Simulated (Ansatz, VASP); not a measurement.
## One calculation of Rh, two programs

The input INCAR:

```
SYSTEM = Rh
AGGAC = 1.0 ; AGGAX = 1.0
ALDAC = 0.0 ; ALDAX = 1.0
ALGO = Normal ; EDIFF = 1E-6
ENCUT = 520 ; GGA = B5
ISIF = 2 ; ISMEAR = -1
LASPH = .TRUE. ; LCHARG = .FALSE.
LREAL = .FALSE. ; LWAVE = .FALSE.
NBANDS = 14 ; NELM = 60
PREC = Accurate ; SIGMA = 0.1
```

File KPOINTS:

```
k-points
0
G
  14 14 14
  0 0 0
```

File POSCAR:

```
Rh
1.0
    2.5842437664      0.0000000000      0.0000000000
    0.0000000000      2.5842437664      0.0000000000
    0.0000000000      0.0000000000      2.5842437664
Rh
1
Direct
    0.0000000000      0.0000000000      0.0000000000
```

Input for Ansatz:

```yaml
crystal:
  lattice:
    - [2.5842437664, 0.0, 0.0]
    - [0.0, 2.5842437664, 0.0]
    - [0.0, 0.0, 2.5842437664]
  atoms:
    - { symbol: Rh, position: [0.0, 0.0, 0.0] }
hamiltonian:
  xc: blyp
  pseudopotentials:
    kind: paw
    azcp:
      Rh: "pseudopotentials/Rh.paw.azcp"
basis:
  ecutwfc: 420
  fft_grid_basis: typed
kpoints:
  mp_grid: { grid: [14, 14, 14], shift: [0, 0, 0] }
magnetization:
  spin_polarized: false
scf:
  occupations: { method: fermi_dirac, width: 0.1 }
  lower_state_search: "off"
output:
  stress: true
```

Alike in both runs: task single point; functional BLYP; k mesh 14 × 14 × 14; occupations fermi-dirac, width 0.1 eV; no spin polarisation.

|  | VASP | Ansatz |
| --- | --- | --- |
| version | VASP 6.6.1 | Ansatz 0.2.0 |
| potentials or method | VASP PAW PBE potentials, release 64 (Rh_pv) | plane waves (420 eV) with PAW, scalar-relativistic |
| plane-wave cutoff (eV) | 520 | 420 |
| valence electrons in the cell | 15 | 17 |

Ansatz gave:

| Property | Result |
| --- | --- |
| pressure (GPa) | -0.2 |

Problem. Which values does VASP return?

Solution. Pressure (GPa): 0.2.

The functional is the same, so the differences come from potentials, cutoffs and numerics. The two sets of potentials don't hold the same shells in valence.

Caveats: the PAW data sets were made with another functional, which shifts forces and pressure a little (VASP).
